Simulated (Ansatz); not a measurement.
**In₃P₂: from a trial structure to a relaxed crystal**

The calculation used DFT PBE, scalar-relativistic, plane waves, PAW (Ansatz).

The start puts In₃P₂ on the anti-tetradymite structure type (R-3m, No. 166), with P in place of Bi, In in place of Te, at a guessed volume.

The final relaxation ran on this input, with the default PAW datasets:

```yaml
crystal:
  lattice:
    - [1.9805879378, 1.143492979, 8.4927139689]
    - [-1.9805879378, 1.143492979, 8.4927139689]
    - [0.0, -2.2869859581, 8.4927139689]
  atoms:
    - { symbol: In, position: [0.0, 0.0, 0.0] }
    - { symbol: In, position: [0.2122265778, 0.2122265778, 0.2122265778] }
    - { symbol: In, position: [0.7877734222, 0.7877734222, 0.7877734222] }
    - { symbol: P, position: [0.3969042037, 0.3969042037, 0.3969042037] }
    - { symbol: P, position: [0.6030957963, 0.6030957963, 0.6030957963] }
basis:
  ecutwfc: 420
kpoints:
  mp_grid: { grid: [12, 12, 12] }
hamiltonian:
  xc: pbe
scf:
  occupations: { method: gaussian, width: 0.1 }
output:
  forces: true
  stress: true
  eigenvalues: true
  write_density: true
  write_potential: true
  elf: true
  volumetric_format: npy
relax:
  adjacent_minimum: "off"
  f_tol: 0.01
  max_steps: 80
  cell: { stress_tol: 0.05 }
```

Launched as:

```bash
ansatz run input.yaml --threads 1 --pin off --max-ram 2560MiB --backend cpu --events-out ev --progress --plain --runs-dir out
```

The program printed at the end:

```
SCF converged after 6 iterations
Free energy (F): -18305.154373 eV
Harris-Foulkes:  -18305.154373 eV  (|F-HF|=2.18e-11)
Internal energy: -18305.147313 eV  (E = F + TS)
E sigma→0 (E₀):  -18305.150843 eV
Entropy (-TS):   -0.007060 eV (-1.412 meV/atom)
Fermi energy:    9.026662 eV
--- Per-component energies (eV) ---
  E_band       = -75.345636
  E_kinetic    = 864.672716
  E_local      = -3579.997319  (includes V_loc(G=0)·N_el)
  E_nonlocal   = 1168.983082
  E_hartree    = 1405.687281
  E_xc         = -768.270917
  E_vxc        = -418.527209  (∫ρ·V_xc dr)
  E_paw        = -13601.462970  (= ΣΔE_a)
  E_vpaw       = -921.851843  (= ΣTr[D̂ρ^β])
  E_aug_tail   = 0.000084  (compensation charges beyond the density's cutoff)
  E_ewald      = -3794.759270
  E_smearing   = -0.007060  (= −TS)
  E_closure    = 0.000000  (closes the sum)
  Σ components = -18305.154373   (vs F -18305.154373, Δ=0.00e0)
--- Forces (eV/Å), atoms counted from 1 ---
  atom   1  In     0.00000000     0.00000000     0.00000000
  atom   2  In     0.00000000     0.00000000    -0.00036071
  atom   3  In     0.00000000     0.00000000     0.00036071
  atom   4  P      0.00000000     0.00000000    -0.00234876
  atom   5  P      0.00000000     0.00000000     0.00234876
  max |Σ_I F_I| component: 4.63e-18 eV/Å
--- Stress (GPa, compression-positive) ---
        0.002481       0.000000       0.000000
        0.000000       0.002481       0.000000
        0.000000       0.000000       0.005839
  P = ⅓ Tr σ = 0.0036 GPa (0.036 kbar)
--- Relaxed structure (1 steps of the walk, 1 accepted, 1 SCFs on fresh bases) ---
  F+E_penalty+E_count = -18305.15437337 eV   max|allowed force component| = 2.349e-3 eV/Å   (the final SCF, on the basis selected at the relaxed cell)
  cell:  # Å, volume = 115.4052 Å³
    - [1.980588, 1.143493, 8.492714]
    - [-1.980588, 1.143493, 8.492714]
    - [0.0, -2.286986, 8.492714]
  atoms:
    - { symbol: In, position: [0.0, 0.0, 0.0] }
    - { symbol: In, position: [0.212227, 0.212227, 0.212227] }
    - { symbol: In, position: [0.787773, 0.787773, 0.787773] }
    - { symbol: P, position: [0.396904, 0.396904, 0.396904] }
    - { symbol: P, position: [0.603096, 0.603096, 0.603096] }
```

Total energies depend on the potentials used, so only differences within one code and one set of settings carry meaning.

The result has space group R-3m (No. 166). In on Wyckoff site a (1 atom of the primitive cell) has 6 P at 2.80 Å; In on Wyckoff site c (2 atoms of the primitive cell) has 3 P at 2.72 Å; P has 6 In at 2.72–2.80 Å.

Against the elements it lies at -0.05 eV/atom. Formation energies are uncorrected and refer to the elements' standard structures at the same level.

The k mesh leaves about 4 meV/atom of noise in metals.

Symmetry constrained the relaxation, so the result can be a saddle point.